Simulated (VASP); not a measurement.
# LiTaO2 (Cmmm) in VASP: relaxation of cell and atoms with PBE

Aim: the relaxation of cell and atoms of LiTaO2 with PBE.

All numbers are computed with VASP 6.6.1; they aren't measurements. Logs are shortened: lines on timing, memory, paths and dates and some standing lists are left out, and cuts for length are marked.

### 1 Starting point

The structure is orthorhombic, space group Cmmm (No. 65). Conventional cell: a = 3.531 Å, b = 6.784 Å, c = 3.681 Å, α = 90.00°, β = 90.00°, γ = 90.00°. Around Li (site symmetry mmm) lie 4 Ta at 2.55 Å and 8 O at 2.65 Å. Around Ta (site symmetry mmm) lie 4 O at 1.91 Å. O (site symmetry 2/m) is surrounded by 2 O at 1.77 Å and 2 Ta at 1.91 Å.

The cell was built by a generator and needn't be a form met in nature.

### 2 Relaxation of cell and atoms, PBE

Input file INCAR:

```
  PREC = Normal
  ENCUT = 520
  EDIFF = 1E-4
  ISMEAR = 0
  SIGMA = 0.15
  LREAL = F
  LASPH = T
  NELM = 60
  ALGO = Fast
  ISIF = 3
  LWAVE = F
  LCHARG = F
  GGA = PE
  IBRION = 2
  NSW = 24
  EDIFFG = -0.08
```

Input file KPOINTS:

```
Automatic mesh
0
Gamma
  5 5 4
```

Input file POSCAR:

```
LiTaO2
1.0
    1.7655331100     -3.3918749400      0.0000000000
    1.7655331100      3.3918749400      0.0000000000
    0.0000000000      0.0000000000      3.6808581200
Li Ta O
1 1 2
Direct
    0.5000000000      0.5000000000      0.5000000000
    0.0000000000      0.0000000000      0.0000000000
    0.0000000000      0.5000000000      0.0000000000
    0.5000000000      0.0000000000      0.0000000000
```

Potentials or basis: VASP PAW PBE potentials, release 64 (Li_sv, Ta_pv, O).

Started as:

```sh
$ cat potpaw_PBE.64/Li_sv/POTCAR potpaw_PBE.64/Ta_pv/POTCAR potpaw_PBE.64/O/POTCAR > POTCAR
$ mpirun -np 1 vasp_std > vasp.out
```

OUTCAR:

```text
PREC = Normal
   ENCUT = 520
   EDIFF = 1E-4
   ISMEAR = 0
   LREAL = F
   LASPH = T
   NELM = 60
   ISIF = 3
   GGA = PE
   IBRION = 2
   NSW = 24
   EDIFFG = -0.08

 ion  position               nearest neighbor table
   1  0.500  0.500  0.500-   2 2.55   2 2.55   2 2.55   2 2.55
   2  0.000  0.000  0.000-   3 1.91   4 1.91   3 1.91   4 1.91   1 2.55   1 2.55   1 2.55   1 2.55

   3  0.000  0.500  0.000-   4 1.77   4 1.77   2 1.91   2 1.91
   4  0.500  0.000  0.000-   3 1.77   3 1.77   2 1.91   2 1.91

  LATTYP: Found a base centered orthorhombic cell.
 ALAT       =     3.5310662200
 B/A-ratio  =     1.9211618977
 C/A-ratio  =     1.0424211529

  Lattice vectors:

 A1 = (   1.7655331100,  -3.3918749400,   0.0000000000)
 A2 = (   1.7655331100,   3.3918749400,   0.0000000000)
 A3 = (   0.0000000000,   0.0000000000,   3.6808581200)

Analysis of symmetry for initial positions (statically):
=====================================================================
 Subroutine PRICEL returns:
 Original cell was already a primitive cell.

 Routine SETGRP: Setting up the symmetry group for a
 base centered orthorhombic supercell.

 Subroutine GETGRP returns: Found  8 space group operations
 (whereof  8 operations were pure point group operations)
 out of a pool of  8 trial point group operations.

The static configuration has the point symmetry D_2h.

Analysis of symmetry for dynamics (positions and initial velocities):
=====================================================================
 Subroutine PRICEL returns:
 Original cell was already a primitive cell.

 Routine SETGRP: Setting up the symmetry group for a
 base centered orthorhombic supercell.

 Subroutine GETGRP returns: Found  8 space group operations
 (whereof  8 operations were pure point group operations)
 out of a pool of  8 trial point group operations.

The dynamic configuration has the point symmetry D_2h.

 Subroutine INISYM returns: Found  8 space group operations
 (whereof  8 operations are pure point group operations),
 and found     1 'primitive' translations

----------------------------------------------------------------------------------------

                                     Primitive cell

  volume of cell :      44.0854

  direct lattice vectors                    reciprocal lattice vectors
     1.765533110 -3.391874940  0.000000000     0.283200580 -0.147411095  0.000000000
     1.765533110  3.391874940  0.000000000     0.283200580  0.147411095  0.000000000
     0.000000000  0.000000000  3.680858120     0.000000000  0.000000000  0.271675780

  length of vectors
     3.823862285  3.823862285  3.680858120     0.319268851  0.319268851  0.271675780

  position of ions in fractional coordinates (direct lattice)
     0.500000000  0.500000000  0.500000000
     0.000000000  0.000000000  0.000000000
     0.000000000  0.500000000  0.000000000
     0.500000000  0.000000000  0.000000000

  ion indices of the primitive-cell ions
   primitive index   ion index
                 1           1
                 2           2
                 3           3
                 4           4

----------------------------------------------------------------------------------------

 KPOINTS: Automatic mesh

Automatic generation of k-mesh.
 Grid dimensions read from file:
 generate k-points for:    5    5    4

 Generating k-lattice:

  Cartesian coordinates                     Fractional coordinates (reciprocal lattice)
     0.056640116 -0.029482219  0.000000000     0.200000000 -0.000000000  0.000000000
     0.056640116  0.029482219  0.000000000    -0.000000000  0.200000000  0.000000000
     0.000000000  0.000000000  0.067918945     0.000000000  0.000000000  0.250000000

  Length of vectors
     0.063853770  0.063853770  0.067918945

  Shift w.r.t. Gamma in fractional coordinates (k-lattice)
     0.000000000  0.000000000  0.000000000

 Subroutine IBZKPT returns following result:
 ===========================================

 Found     27 irreducible k-points:

 Following reciprocal coordinates:
            Coordinates               Weight
  0.000000  0.000000  0.000000      1.000000
  0.200000  0.000000  0.000000      4.000000
  0.400000  0.000000  0.000000      4.000000
  0.200000  0.200000  0.000000      2.000000
  0.400000  0.200000  0.000000      4.000000
 -0.400000  0.200000  0.000000      4.000000
[... 16 lines left out ...]
  0.400000  0.200000  0.500000      4.000000
 -0.400000  0.200000  0.500000      4.000000
 [... further k-points ...]
   k-points           NKPTS =     27   k-points in BZ     NKDIM =     27   number of bands    NBANDS=     17
   number of dos      NEDOS =    301   number of ions     NIONS =      4
   total plane-waves  NPLWV =  13824
   dimension x,y,z NGX =    24 NGY =   24 NGZ =   24
   dimension x,y,z NGXF=    48 NGYF=   48 NGZF=   48
   ions per type =               1   1   2
   NGX,Y,Z   is equivalent  to a cutoff of  10.43, 10.43, 10.84 a.u.
   NGXF,Y,Z  is equivalent  to a cutoff of  20.87, 20.87, 21.68 a.u.
 SYSTEM =  unknown system
   PREC   = normal    normal or accurate (medium, high low for compatibility)
   ISTART =      0    job   : 0-new  1-cont  2-samecut
   ICHARG =      2    charge: 1-file 2-atom 10-const
   ISPIN  =      1    spin polarized calculation?
   LNONCOLLINEAR =      F non collinear calculations
   LSORBIT =      F    spin-orbit coupling
   LASPH  =      T    aspherical Exc in radial PAW
   ENCUT  =  520.0 eV  38.22 Ry    6.18 a.u.   7.11  7.11  6.84*2*pi/ulx,y,z
   NELM   =     60;   NELMIN=  2; NELMDL= -5     # of ELM steps
   EDIFF  = 0.1E-03   stopping-criterion for ELM
   LREAL  =      F    real-space projection
   EDIFFG = -.8E-01   stopping-criterion for IOM
   NSW    =     24    number of steps for IOM
   IBRION =      2    ionic relax: 0-MD 1-quasi-New 2-CG
   NFREE  =      1    steps in history (QN), initial steepest desc. (CG)
   ISIF   =      3    stress and relaxation
   ISYM   =      2    0-nonsym 1-usesym 2-fastsym
   POTIM  = 0.5000    time-step for ionic-motion
   TEBEG  =    0.0;   TEEND  =   0.0 temperature during run
   PSTRESS=    0.0 pullay stress
   NELECT =      26.0000    total number of electrons
   NUPDOWN=      -1.0000    fix difference up-down
   EMIN   =  10.00;   EMAX   =-10.00  energy-range for DOS
   EFERMI =   0.00;   METHOD = LEGACY
   ISMEAR =     0;   SIGMA  =   0.15  broadening in eV -4-tet -1-fermi 0-gaus
   EFERMI_NEDOS =   21; number of points for ismear=-14 and -15
   IALGO  =     68    algorithm
   IMIX   =      4    mixing-type and parameters
     AMIX     =   0.40;   BMIX     =  1.00
     AMIX_MAG =   1.60;   BMIX_MAG =  1.00
  volume/ion in A,a.u.               =      11.02        74.38
  Fermi-wavevector in a.u.,A,eV,Ry     =   1.372886  2.594378 25.644464  1.884815
  Thomas-Fermi vector in A             =   2.498452
   LORBIT       =      0    0 simple, 1 ext, 2 COOP (PROOUT), +10 PAW based schemes
   GGA     = PE    functional components
   LHFCALC =     F    Hartree Fock is set to
   AEXX    =    0.0000 exact exchange contribution
   IVDW    =     0    specifies the selected vdW correction
   LEPSILON=     F    determine dielectric tensor
   LRPA    =     F    only Hartree local field effects (RPA)
 conjugate gradient relaxation of ions
 non-spin polarized calculation
 RMM-DIIS sequential band-by-band and
 Gauss-broadening in eV      SIGMA  =   0.15
  energy-cutoff  :      520.00
  volume of cell :       44.09
 maximum number of plane-waves:      1202
   NGX = 15   NGY = 15   NGZ = 13

--------------------------------------- Ionic step        1  -------------------------------------------

 number of electron      26.0000025 magnetization

 Free energy of the ion-electron system (eV)
  ---------------------------------------------------
  ext. energy  EPLUGINS =         0.00000000
  ---------------------------------------------------
  free energy    TOTEN  =       -24.29841182 eV

  energy without entropy =      -24.27888222  energy(sigma->0) =      -24.28864702

------------------------ aborting loop because EDIFF is reached ----------------------------------------

  FORCE on cell =-STRESS in cart. coord.  units (eV):
  Direction    XX          YY          ZZ          XY          YZ          ZX
  --------------------------------------------------------------------------------------
  -------------------------------------------------------------------------------------
  Total       24.5539948     15.9575936      2.8887188      0.0000000      0.0000000      0.0000000
  in kB      892.3556373    579.9401957    104.9835069      0.0000000      0.0000000      0.0000000
  external PRESSURE =     525.7597800 kB  Pullay stress =       0.0000000 kB
[... 95 lines left out ...]
  FREE ENERGIE OF THE ION-ELECTRON SYSTEM (eV)
  ---------------------------------------------------
  free  energy   TOTEN  =       -26.2652567419 eV

  energy  without entropy=      -26.2231904353  energy(sigma->0) =      -26.24422359

 E-fermi :   4.1196     XC(G=0):  -9.9708

 val. band max:        4.0594404884   @ k =   0.2000   0.0000   0.2500
 cond. band min:       4.2060185668   @ k =   0.4000   0.0000   0.2500
 fundamental gap:      0.1465780783
 Fermi energy:         4.1196308853

 k-point     1 :       0.0000    0.0000    0.0000
  band No.  band energies     occupation
      1     -43.8815      2.00000
      2     -31.8635      2.00000
      3     -31.8181      2.00000
      4     -31.4466      2.00000
      5     -16.6195      2.00000
      6     -15.8516      2.00000
[... 457 lines left out ...]
      4     -31.5013      2.00000
      5     -15.7631      2.00000
      6     -14.8661      2.00000
[... 9 lines left out ...]
     16       6.9862      0.00000
     17       7.2441      0.00000

 [... further k-points ...]

[... ionic steps 4 to 14 ...]

--------------------------------------- Ionic step       15  -------------------------------------------

 number of electron      25.9999958 magnetization

------------------------ aborting loop because EDIFF is reached ----------------------------------------
[... 71 lines left out ...]
--------------------------------------- Ionic step       17  -------------------------------------------

 number of electron      25.9999962 magnetization

 Free energy of the ion-electron system (eV)
  ---------------------------------------------------
  ext. energy  EPLUGINS =         0.00000000
  ---------------------------------------------------
  free energy    TOTEN  =       -30.82425065 eV

  energy without entropy =      -30.80297110  energy(sigma->0) =      -30.81361087

 E-fermi :   5.0380     XC(G=0): -10.7288

 val. band max:        5.0289385265   @ k =   0.0000   0.0000   0.2500
 cond. band min:       5.0510400445   @ k =   0.4000   0.2000   0.5000
 fundamental gap:      0.0221015180
 Fermi energy:         5.0380049868

 k-point     1 :       0.0000    0.0000    0.0000
  band No.  band energies     occupation
      1     -42.6227      2.00000
      2     -30.7096      2.00000
      3     -30.6379      2.00000
      4     -29.9647      2.00000
      5     -15.8024      2.00000
      6     -15.0371      2.00000
[... 457 lines left out ...]
      4     -30.2819      2.00000
      5     -14.7937      2.00000
      6     -13.9200      2.00000
[... 9 lines left out ...]
     16       8.8382      0.00000
     17      10.3319      0.00000

 [... further k-points ...]

------------------------ aborting loop because EDIFF is reached ----------------------------------------

  FORCE on cell =-STRESS in cart. coord.  units (eV):
  Direction    XX          YY          ZZ          XY          YZ          ZX
  --------------------------------------------------------------------------------------
  -------------------------------------------------------------------------------------
  Total        0.0551665      0.1148711      0.1688950      0.0000000      0.0000000      0.0000000
  in kB        1.8819116      3.9186356      5.7615695      0.0000000      0.0000000      0.0000000
  external PRESSURE =       3.8540389 kB  Pullay stress =       0.0000000 kB
[... 19 lines left out ...]
  FREE ENERGIE OF THE ION-ELECTRON SYSTEM (eV)
  ---------------------------------------------------
  free  energy   TOTEN  =       -30.8242506470 eV

  energy  without entropy=      -30.8029710979  energy(sigma->0) =      -30.81361087

 reached required accuracy - stopping structural energy minimisation
```

Wall time 2.7 min (1 thread of Intel Xeon Platinum 8259CL at 2.50GHz (Skylake/Cascade Lake), shared host); peak memory 0.16 GiB.

The run converged, but some of its settings lie outside the range that counts as converged, so its numbers aren't taken as properties of the crystal.

Results:

```yaml
Free_energy: -30.8243 eV
Relaxed_volume: 11.74 Å³/atom
Relaxed_cell: a = 3.897 Å, b = 3.897 Å, c = 3.124 Å, α = 90.00°, β = 90.00°, γ = 98.11°
Space_group_after_relaxing_to_0.05_Å: Cmmm (No. 65)
Energy_gained_by_relaxing: 1631.5 meV/atom
Ionic_steps: 17
Band_gap_on_the_k_mesh: none (metal or under the smearing width)
```

Caveat: the k mesh is coarse (spacing up to 0.43 Å⁻¹), so the values aren't converged; the cutoff is under 1.25 times the usual one of these potentials, so pressure, stress and relaxed cells hold a basis-set (Pulay) error.
